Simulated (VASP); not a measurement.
A VASP 6.6.1 single-point calculation on GaP

INCAR

```
METAGGA = R2SCAN
IBRION = -1
NSW = 0
EDIFF = 1E-6
LASPH = .TRUE.
ENCUT = 520
NBANDS = 16
NELM = 120
ALGO = Normal
LCHARG = .FALSE.
LREAL = .FALSE.
ISIF = 2
SIGMA = 0.01
ISMEAR = 0
LWAVE = .FALSE.
PREC = Accurate
```

KPOINTS

```
KPOINTS created by Atomic Simulation Environment
0
Gamma
8 8 8
0 0 0
```

POSCAR

```
Ga P
 1.0000000000000000
    -0.0000000000000000    2.7253992946765000    2.7253992946765000
     2.7253992946765000    0.0000000000000000    2.7253992946765000
     2.7253992946765000    2.7253992946765000    0.0000000000000000
 Ga  P
   1   1
Cartesian
  0.0000000000000000 -0.0000000000000000 -0.0000000000000000
  1.3626996473382502  1.3626996473382502  1.3626996473382502
```

The recommended PBE PAW datasets give the neutral cell 18 valence electrons.

Command

```
mpirun -np 1 vasp_std
```

OSZICAR

```
N       E                     dE             d eps       ncg     rms          rms(c)
DAV:   1     0.651257277468E+02    0.65126E+02   -0.93274E+03   960   0.166E+03
DAV:   2    -0.177522759587E+02   -0.82878E+02   -0.79066E+02  1040   0.310E+02
DAV:   3    -0.236496721598E+02   -0.58974E+01   -0.58806E+01  1160   0.654E+01
DAV:   4    -0.237390095600E+02   -0.89337E-01   -0.89316E-01  1144   0.869E+00
DAV:   5    -0.237408182041E+02   -0.18086E-02   -0.18086E-02  1176   0.108E+00    0.483E+00
DAV:   6    -0.214671389223E+02    0.22737E+01   -0.58797E-01  1160   0.146E+01    0.313E+00
DAV:   7    -0.214585106560E+02    0.86283E-02   -0.20463E-01  1104   0.373E+00    0.164E+00
DAV:   8    -0.214628608352E+02   -0.43502E-02   -0.97010E-03  1176   0.788E-01    0.669E-01
DAV:   9    -0.214630999167E+02   -0.23908E-03   -0.18871E-03  1128   0.440E-01    0.704E-02
DAV:  10    -0.214630904201E+02    0.94966E-05   -0.14085E-04  1120   0.857E-02    0.371E-02
DAV:  11    -0.214630873476E+02    0.30724E-05   -0.18824E-05  1192   0.359E-02    0.736E-03
DAV:  12    -0.214630855857E+02    0.17620E-05   -0.15824E-06  1008   0.102E-02    0.332E-03
DAV:  13    -0.214630866965E+02   -0.11108E-05   -0.33278E-07   640   0.841E-03    0.991E-04
DAV:  14    -0.214630871598E+02   -0.46330E-06   -0.69165E-08   624   0.289E-03
   1 F= -.21463087E+02 E0= -.21463087E+02  d E =-.315278E-48
```

From OUTCAR

```
k-points           NKPTS =     29   k-points in BZ     NKDIM =     29   number of bands    NBANDS=     16

   NELECT =      18.0000    total number of electrons

   dimension x,y,z NGX =    30 NGY =   30 NGZ =   30
   dimension x,y,z NGXF=    60 NGYF=   60 NGZF=   60

  energy-cutoff  :      520.00
  volume of cell :       40.49
      direct lattice vectors                 reciprocal lattice vectors
     0.000000000  2.725399295  2.725399295    -0.183459356  0.183459356  0.183459356
     2.725399295  0.000000000  2.725399295     0.183459356 -0.183459356  0.183459356
     2.725399295  2.725399295  0.000000000     0.183459356  0.183459356 -0.183459356

 k-points in reciprocal lattice and weights: KPOINTS created by Atomic Simulation Env
   0.00000000  0.00000000  0.00000000       0.002
   0.12500000  0.00000000  0.00000000       0.016
   0.25000000  0.00000000  0.00000000       0.016
   0.37500000  0.00000000  0.00000000       0.016
   0.50000000  0.00000000  0.00000000       0.008
   0.12500000  0.12500000  0.00000000       0.012
   0.25000000  0.12500000  0.00000000       0.047
   0.37500000  0.12500000  0.00000000       0.047
   ...

 E-fermi :   4.5611

 k-point     1 :       0.0000    0.0000    0.0000
  band No.  band energies     occupation
      1     -10.5284      2.00000
      2     -10.5284      2.00000
      3     -10.5284      2.00000
      4     -10.4147      2.00000
      5     -10.4147      2.00000
      6      -8.5599      2.00000
      7       4.4604      2.00000
      8       4.4604      2.00000
      9       4.4604      2.00000
     10       6.8030      0.00000
     11       8.6512      0.00000
     12       8.6513      0.00000
     13       8.6513      0.00000
     14      13.9222      0.00000
     15      14.7334      0.00000
     16      14.7334      0.00000

 k-point     2 :       0.1250    0.0000    0.0000
  band No.  band energies     occupation
      1     -10.5446      2.00000
      2     -10.5233      2.00000
      3     -10.5233      2.00000
      4     -10.4147      2.00000
      5     -10.4147      2.00000
      6      -8.3464      2.00000
      7       2.8353      2.00000
      8       4.2221      2.00000
      9       4.2221      2.00000
     10       7.3437      0.00000
     11       9.0176      0.00000
     12       9.0177      0.00000
     13       9.3234      0.00000
     14      14.1068      0.00000
     15      14.1068      0.00000
     16      14.8337      0.00000

 k-point     3 :       0.2500    0.0000    0.0000
  band No.  band energies     occupation
      1     -10.5793      2.00000
      2     -10.5124      2.00000
      3     -10.5124      2.00000
      4     -10.4134      2.00000
      5     -10.4134      2.00000
      6      -7.7441      2.00000
      7       0.4949      2.00000
      8       3.7702      2.00000
      9       3.7703      2.00000
     10       7.0019      0.00000
     11       9.5487      0.00000
     12       9.5488      0.00000
     13      11.3443      0.00000
     14      13.9325      0.00000
     15      13.9326      0.00000
     16      15.0204      0.00000

 ...

  Total       -0.0131256     -0.0131256     -0.0131256      0.0000000      0.0000000      0.0000000
  in kB       -0.5194082     -0.5194082     -0.5194082      0.0000000      0.0000000      0.0000000
  external PRESSURE =      -0.5194082 kB  Pullay stress =       0.0000000 kB

 POSITION                                       TOTAL-FORCE (eV/Angst)
 -----------------------------------------------------------------------------------
      0.00000      0.00000      0.00000         0.000000      0.000000     -0.000000
      1.36270      1.36270      1.36270        -0.000000     -0.000000      0.000000
 -----------------------------------------------------------------------------------
    total drift:                                0.000010      0.000010      0.000010

  FREE ENERGIE OF THE ION-ELECTRON SYSTEM (eV)
  ---------------------------------------------------
  free  energy   TOTEN  =       -21.4630871598 eV

  energy  without entropy=      -21.4630871598  energy(sigma->0) =      -21.46308716
```

It converged. Results: gap between bands v and c on the k mesh 1.90 eV; least direct gap on the k mesh 2.34 eV; pressure -0.1 GPa. Band v is the last that the valence electrons fill when counted band by band, and c is the next.

For comparison, a separate r²SCAN run of the intended cell, on usual settings and not on those above, gives a gap of 1.90 eV on its mesh and a pressure of 0.0 GPa.

The run above took about 63 s on one core of a shared host (Intel Xeon Platinum 8488C) and held 0.18 GiB at most.
